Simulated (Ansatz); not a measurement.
Te$_{2}$Mo in Ansatz, relaxation

Input:

```yaml
crystal:
  lattice:
    - [-3.48148, 3.48148, 3.041329]
    - [3.48148, -3.48148, 3.041329]
    - [3.48148, 3.48148, -3.041329]
  atoms:
    - { symbol: Te, position: [0.65156, 0.15156, 0.80312] }
    - { symbol: Te, position: [0.15156, 0.34844, 0.5] }
    - { symbol: Te, position: [0.34844, 0.84844, 0.19688] }
    - { symbol: Te, position: [0.84844, 0.65156, 0.5] }
    - { symbol: Mo, position: [0.25, 0.25, 0.0] }
    - { symbol: Mo, position: [0.75, 0.75, 0.0] }
  symmetry: { tolerance: 0.0003 }
kpoints:
  mp_grid: { grid: [7, 7, 7], shift: [0, 0, 0] }
magnetization:
  spin_polarized: false
scf:
  occupations: { method: gaussian, width: 0.1549 }
  lower_state_search: "off"
hamiltonian:
  pseudopotentials: { kind: paw }
  xc: pbe
basis:
  ecutwfc: 420
  fft_grid_basis: typed
relax:
  max_steps: 80
  cell: { p_target: 0.0 }
output:
  forces: true
  stress: true
  eigenvalues: true
  bader: true
  populations: true
  elf: true
  write_potential: true
  volumetric_format: npy
  dos:
    e_range: [-12, 8]
    de: 0.05
    projected: { site_lists: { Mo: [Mo], Te: [Te] } }
  write_density: true
checkpoint:
  read: saved_state
```

The command:

```bash
ansatz run input.yaml --threads 2 --pin off --max-ram 2560MiB --backend cpu --events-out ev --progress --plain --runs-dir out
```

Origin of the cell: a known structure type with other elements, at an estimated volume, so it need not be a known compound.

The saved state is a converged single point of the same cell.

Steps («new basis» is an SCF on plane waves selected anew at the same cell):

```
step  ΔF (meV/atom)  max force component (eV/Å)  P (GPa)  volume (Å³)  SCF iterations   step was
   1            0.0                       1.014    -6.68       147.45               6   accepted
   2         -122.6                       0.178     1.82       134.29               6   accepted
   3         -131.5                       0.050    -1.09       137.72               6   accepted
   4         -133.8                       0.002    -0.24       136.24               6   accepted
   5         -133.9                       0.007    -0.01       135.92               6   accepted
   6         -133.6                       0.007    -0.01       135.92               6  new basis
```

Step 1, with forces in eV/Å:

```xyz
6
Lattice="-3.481 3.481 3.041 3.481 -3.481 3.041 3.481 3.481 -3.041" Properties=species:S:1:pos:R:3:forces:R:3 pbc="T T T" step=1
Te    1.055    4.537    0.000    1.014    1.014    0.000
Te    2.426    1.055    0.000   -1.014    1.014    0.000
Te    2.426   -1.055    3.041   -1.014   -1.014    0.000
Te    1.055    2.426    3.041    1.014   -1.014    0.000
Mo    0.000    0.000    1.521    0.000    0.000    0.000
Mo    0.000    0.000    4.562    0.000    0.000    0.000
```

Step 2, with forces in eV/Å:

```xyz
6
Lattice="-3.359 3.359 2.975 3.359 -3.359 2.975 3.359 3.359 -2.975" Properties=species:S:1:pos:R:3:forces:R:3 pbc="T T T" step=2
Te    1.152    4.511    0.000   -0.178   -0.178    0.000
Te    2.207    1.152    0.000    0.178   -0.178    0.000
Te    2.207   -1.152    2.975    0.178    0.178    0.000
Te    1.152    2.207    2.975   -0.178    0.178    0.000
Mo    0.000    0.000    1.488    0.000    0.000    0.000
Mo    0.000    0.000    4.463    0.000    0.000    0.000
```

Step 3, with forces in eV/Å:

```xyz
6
Lattice="-3.353 3.353 3.061 3.353 -3.353 3.061 3.353 3.353 -3.061" Properties=species:S:1:pos:R:3:forces:R:3 pbc="T T T" step=3
Te    1.142    4.496    0.000   -0.050   -0.050    0.000
Te    2.211    1.142    0.000    0.050   -0.050    0.000
Te    2.211   -1.142    3.061    0.050    0.050    0.000
Te    1.142    2.211    3.061   -0.050    0.050    0.000
Mo    0.000    0.000    1.531    0.000    0.000    0.000
Mo    0.000    0.000    4.592    0.000    0.000    0.000
```

Step 4, with forces in eV/Å:

```xyz
6
Lattice="-3.326 3.326 3.079 3.326 -3.326 3.079 3.326 3.326 -3.079" Properties=species:S:1:pos:R:3:forces:R:3 pbc="T T T" step=4
Te    1.125    4.451    0.000    0.002    0.002    0.000
Te    2.201    1.125    0.000   -0.002    0.002    0.000
Te    2.201   -1.125    3.079   -0.002   -0.002    0.000
Te    1.125    2.201    3.079    0.002   -0.002    0.000
Mo    0.000    0.000    1.540    0.000    0.000    0.000
Mo    0.000    0.000    4.619    0.000    0.000    0.000
```

Step 6, with forces in eV/Å:

```xyz
6
Lattice="-3.318 3.318 3.087 3.318 -3.318 3.087 3.318 3.318 -3.087" Properties=species:S:1:pos:R:3:forces:R:3 pbc="T T T" step=6
Te    1.123    4.441    0.000   -0.007   -0.007    0.000
Te    2.194    1.123    0.000    0.007   -0.007    0.000
Te    2.194   -1.123    3.087    0.007    0.007    0.000
Te    1.123    2.194    3.087   -0.007    0.007    0.000
Mo    0.000    0.000    1.544    0.000    0.000    0.000
Mo    0.000    0.000    4.631    0.000    0.000    0.000
```

```
Free energy lowered by  : 133.6 meV/atom
Volume change           : -7.82 %
Final pressure          : -0.01 GPa
Relaxation steps listed : 6
```

Caveats: no moments, though an odd count or open d shells may carry them; no spin-orbit coupling, though heavy elements are present; the relaxation held the start's symmetry, so the end may be a saddle point; wide smearing.

The run took 2.4 min on 2 threads of Arm Neoverse N1, with other jobs on the host, peak memory 0.64 GiB, from a saved density.
